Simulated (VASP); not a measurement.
# Pt (Fm-3m) in VASP: density of states with PBE

Aim: the density of states of Pt with PBE.

All numbers are computed with VASP 6.6.1; they aren't measurements. Logs are shortened: lines on timing, memory, paths and dates and some standing lists are left out, and cuts for length are marked.

### Step 1. Starting point

It takes space group Fm-3m (No. 225, cubic). Conventional cell: a = 3.922 Å, b = 3.922 Å, c = 3.922 Å, α = 90.00°, β = 90.00°, γ = 90.00°. Pt (site symmetry m-3m) has 12 Pt at 2.77 Å as nearest neighbours.

### Step 2. Density of states, PBE

POSCAR

```
Pt
1.0
    0.0000000000      1.9609000000      1.9609000000
    1.9609000000      0.0000000000      1.9609000000
    1.9609000000      1.9609000000      0.0000000000
Pt
1
Direct
    0.0000000000      0.0000000000      0.0000000000
```

INCAR.step1

```
SYSTEM = Pt
PREC = Accurate ; ENCUT = 520
EDIFF = 1E-7 ; ISMEAR = 0
SIGMA = 0.1 ; LREAL = .FALSE.
LASPH = .TRUE. ; NELM = 60
ALGO = Normal ; ISIF = 2
LWAVE = .FALSE. ; LCHARG = .TRUE.
LMAXMIX = 4 ; GGA = PE
NBANDS = 11
```

KPOINTS.step1

```
regular mesh
0
G
  18 18 18
  0 0 0
```

INCAR.step2

```
SYSTEM = Pt
PREC = Accurate ; ENCUT = 520
EDIFF = 1E-7 ; ISMEAR = -5
SIGMA = 0.1 ; LREAL = .FALSE.
LASPH = .TRUE. ; NELM = 60
ALGO = Normal ; ISIF = 2
LWAVE = .FALSE. ; LCHARG = .FALSE.
LMAXMIX = 4 ; GGA = PE
LORBIT = 11 ; NBANDS = 11
NEDOS = 1001 ; ICHARG = 11
```

KPOINTS.step2

```
regular mesh
0
G
  27 27 27
  0 0 0
```

Potentials or basis: VASP PAW PBE potentials, release 64 (Pt).

Launch:

```console
$ cat potpaw_PBE.64/Pt/POTCAR > POTCAR
$ cp INCAR.step1 INCAR
$ cp KPOINTS.step1 KPOINTS
$ mpirun -np 1 vasp_std > vasp.out
$ cp INCAR.step2 INCAR
$ cp KPOINTS.step2 KPOINTS
$ mpirun -np 1 vasp_std > vasp.out
```

OUTCAR:

```text
SYSTEM = Pt
   PREC = Accurate
   ENCUT = 520
   EDIFF = 1E-7
   ISMEAR = -5
   LREAL = .FALSE.
   LASPH = .TRUE.
   NELM = 60
   ISIF = 2
   GGA = PE
   LORBIT = 11
   ICHARG = 11

 ion  position               nearest neighbor table
   1  0.000  0.000  0.000-

  LATTYP: Found a face centered cubic cell.
 ALAT       =     3.9218000000

  Lattice vectors:

 A1 = (   0.0000000000,   1.9609000000,   1.9609000000)
 A2 = (   1.9609000000,   0.0000000000,   1.9609000000)
 A3 = (   1.9609000000,   1.9609000000,   0.0000000000)

Analysis of symmetry for initial positions (statically):
=====================================================================
 Subroutine PRICEL returns:
 Original cell was already a primitive cell.

 Routine SETGRP: Setting up the symmetry group for a
 face centered cubic supercell.

 Subroutine GETGRP returns: Found 48 space group operations
 (whereof 48 operations were pure point group operations)
 out of a pool of 48 trial point group operations.

The static configuration has the point symmetry O_h .

Analysis of symmetry for dynamics (positions and initial velocities):
=====================================================================
 Subroutine PRICEL returns:
 Original cell was already a primitive cell.

 Routine SETGRP: Setting up the symmetry group for a
 face centered cubic supercell.

 Subroutine GETGRP returns: Found 48 space group operations
 (whereof 48 operations were pure point group operations)
 out of a pool of 48 trial point group operations.

The dynamic configuration has the point symmetry O_h .

 Subroutine INISYM returns: Found 48 space group operations
 (whereof 48 operations are pure point group operations),
 and found     1 'primitive' translations

----------------------------------------------------------------------------------------

                                     Primitive cell

  volume of cell :      15.0798

  direct lattice vectors                    reciprocal lattice vectors
     0.000000000  1.960900000  1.960900000    -0.254984956  0.254984956  0.254984956
     1.960900000  0.000000000  1.960900000     0.254984956 -0.254984956  0.254984956
     1.960900000  1.960900000  0.000000000     0.254984956  0.254984956 -0.254984956

  length of vectors
     2.773131374  2.773131374  2.773131374     0.441646899  0.441646899  0.441646899
[... 83 lines left out ...]
   EDIFFG = 0.1E-05   stopping-criterion for IOM
   NSW    =      0    number of steps for IOM
   IBRION =     -1    ionic relax: 0-MD 1-quasi-New 2-CG
   NFREE  =      0    steps in history (QN), initial steepest desc. (CG)
   ISIF   =      2    stress and relaxation
   ISYM   =      2    0-nonsym 1-usesym 2-fastsym
   POTIM  = 0.5000    time-step for ionic-motion
   TEBEG  =    0.0;   TEEND  =   0.0 temperature during run
   PSTRESS=    0.0 pullay stress
   NELECT =      10.0000    total number of electrons
   NUPDOWN=      -1.0000    fix difference up-down
   EMIN   =  10.00;   EMAX   =-10.00  energy-range for DOS
   EFERMI =   0.00;   METHOD = LEGACY
   ISMEAR =    -5;   SIGMA  =   0.10  broadening in eV -4-tet -1-fermi 0-gaus
   EFERMI_NEDOS =   21; number of points for ismear=-14 and -15
   IALGO  =     38    algorithm
   IMIX   =      4    mixing-type and parameters
     AMIX     =   0.40;   BMIX     =  1.00
     AMIX_MAG =   1.60;   BMIX_MAG =  1.00
  volume/ion in A,a.u.               =      15.08       101.76
  Fermi-wavevector in a.u.,A,eV,Ry     =   1.427609  2.697791 27.729605  2.038068
  Thomas-Fermi vector in A             =   2.547760
   LORBIT       =     11    0 simple, 1 ext, 2 COOP (PROOUT), +10 PAW based schemes
   GGA     = PE    functional components
   LHFCALC =     F    Hartree Fock is set to
   AEXX    =    0.0000 exact exchange contribution
   IVDW    =     0    specifies the selected vdW correction
   LEPSILON=     F    determine dielectric tensor
   LRPA    =     F    only Hartree local field effects (RPA)
 non-spin polarized calculation
 Fermi weights with tetrahedron method with Bloechl corrections
  energy-cutoff  :      520.00
  volume of cell :       15.08
 maximum number of plane-waves:       419
 NGX is ok and might be reduce to    24

 number of electron      10.0000000 magnetization

 Free energy of the ion-electron system (eV)
  ---------------------------------------------------
  ext. energy  EPLUGINS =         0.00000000
  ---------------------------------------------------
  free energy    TOTEN  =        -6.08242006 eV

  energy without entropy =       -6.08242006  energy(sigma->0) =       -6.08242006

 E-fermi :  11.2536     XC(G=0): -13.4915

 val. band max:       11.2847011413   @ k =   0.4444   0.1111   0.0000
 cond. band min:      11.1880728012   @ k =   0.4444   0.0000   0.0000
 fundamental gap:     -0.0966283400
 Fermi energy:        11.2536200788

 k-point     1 :       0.0000    0.0000    0.0000
  band No.  band energies     occupation
      1       1.0492      2.00000
      2       7.4768      2.00000
      3       7.4768      2.00000
      4       7.4768      2.00000
      5       9.6319      2.00000
      6       9.6319      2.00000
      7      25.9066      0.00000
      8      30.8731      0.00000
      9      30.8731      0.00000
     10      30.8731      0.00000
     11      36.2180      0.00000
[... 309 lines left out ...]
 k-point    24 :       0.3704    0.0370    0.0000
  band No.  band energies     occupation
      1       3.9022      2.00000
      2       7.5679      2.00000
      3       7.6590      2.00000
      4       8.3109      2.00000
      5      10.6085      2.00000
      6      10.7963      2.00000
      7      20.6899      0.00000
      8      26.4342      0.00000
      9      31.4463      0.00000
     10      32.3078      0.00000
     11      37.1228      0.00000

 [... further k-points ...]
[... 5 lines left out ...]
  --------------------------------------------------------------------------------------
  -------------------------------------------------------------------------------------
  Total        0.9116027      0.9116027      0.9116027      0.0000000      0.0000000      0.0000000
  in kB       96.8545155     96.8545155     96.8545155      0.0000000      0.0000000      0.0000000
  external PRESSURE =      96.8545155 kB  Pullay stress =       0.0000000 kB

 VOLUME and BASIS-vectors are now :
 -----------------------------------------------------------------------------
  energy-cutoff  :      520.00
  volume of cell :       15.08
      direct lattice vectors                 reciprocal lattice vectors
     0.000000000  1.960900000  1.960900000    -0.254984956  0.254984956  0.254984956
     1.960900000  0.000000000  1.960900000     0.254984956 -0.254984956  0.254984956
     1.960900000  1.960900000  0.000000000     0.254984956  0.254984956 -0.254984956

 POSITION                                       TOTAL-FORCE (eV/Angst)
 -----------------------------------------------------------------------------------
      0.00000      0.00000      0.00000         0.000000      0.000000      0.000000
 -----------------------------------------------------------------------------------
    total drift:                               -0.000000      0.000000     -0.000000

  FREE ENERGIE OF THE ION-ELECTRON SYSTEM (eV)
  ---------------------------------------------------
  free  energy   TOTEN  =        -6.0824200577 eV

  energy  without entropy=       -6.0824200577  energy(sigma->0) =       -6.08242006

 total charge

# of ion       s       p       d       tot
------------------------------------------
    1        0.638   0.613   8.047   9.299
```

OSZICAR.step1:

```text
N       E                     dE             d eps       ncg     rms          rms(c)
DAV:   1     0.398930348795E+02    0.39893E+02   -0.53466E+03  4378   0.844E+02
DAV:   2    -0.586512407414E+01   -0.45758E+02   -0.43857E+02  4916   0.176E+02
DAV:   3    -0.646031937586E+01   -0.59520E+00   -0.59133E+00  5001   0.192E+01
DAV:   4    -0.646268414714E+01   -0.23648E-02   -0.23646E-02  4947   0.143E+00
DAV:   5    -0.646270310518E+01   -0.18958E-04   -0.18958E-04  5046   0.118E-01    0.129E+01
DAV:   6    -0.612835902093E+01    0.33434E+00   -0.74963E-01  4605   0.693E+00    0.686E+00
DAV:   7    -0.608806531026E+01    0.40294E-01   -0.14681E-01  4938   0.298E+00    0.253E+00
DAV:   8    -0.608458890121E+01    0.34764E-02   -0.70713E-03  4674   0.728E-01    0.566E-01
DAV:   9    -0.608435161603E+01    0.23729E-03   -0.27082E-04  4788   0.143E-01    0.212E-02
DAV:  10    -0.608435660970E+01   -0.49937E-05   -0.45725E-06  5457   0.152E-02    0.360E-03
DAV:  11    -0.608435662849E+01   -0.18782E-07   -0.45140E-08  4249   0.193E-03
   1 F= -.60843566E+01 E0= -.60790244E+01  d E =-.106645E-01
```

Run time: 36 s. Hardware: 1 thread of Intel Xeon Platinum 8488C (Sapphire Rapids), shared host; peak memory 0.21 GiB.

Results:

```
Valence electrons inside the program's atomic spheres : Pt 9.30
```

States per cell in windows of 0.5 eV (zero at the Fermi level; states under -8 eV left out):
```
from (eV)  total  Pt1_d  Pt1_p  Pt1_s
     -8.0   0.10   0.01   0.01   0.06
     -7.5   0.21   0.08   0.02   0.09
     -7.0   0.47   0.27   0.03   0.12
     -6.5   0.71   0.51   0.04   0.09
     -6.0   0.64   0.51   0.04   0.04
     -5.5   0.52   0.43   0.04   0.01
     -5.0   0.62   0.51   0.05   0.01
     -4.5   0.75   0.63   0.06   0.02
     -4.0   0.96   0.79   0.08   0.02
     -3.5   0.93   0.80   0.06   0.02
     -3.0   0.56   0.46   0.05   0.01
     -2.5   0.66   0.57   0.04   0.01
     -2.0   0.72   0.64   0.04   0.01
     -1.5   0.57   0.52   0.03   0.01
     -1.0   0.58   0.54   0.02   0.00
     -0.5   0.80   0.76   0.01   0.01
      0.0   0.63   0.59   0.01   0.01
      0.5   0.15   0.11   0.02   0.01
      1.0   0.14   0.09   0.02   0.01
      1.5   0.13   0.08   0.03   0.01
      2.0   0.14   0.08   0.04   0.02
      2.5   0.14   0.07   0.04   0.02
      3.0   0.13   0.06   0.04   0.02
      3.5   0.13   0.05   0.04   0.02
      4.0   0.11   0.04   0.04   0.02
      4.5   0.11   0.04   0.04   0.03
      5.0   0.11   0.03   0.03   0.03
      5.5   0.19   0.06   0.03   0.08
      6.0   0.14   0.04   0.03   0.05
      6.5   0.16   0.04   0.05   0.05
      7.0   0.16   0.04   0.05   0.05
      7.5   0.17   0.04   0.06   0.05
```

Caveat: tetrahedron occupations give inexact forces and stress in metals.
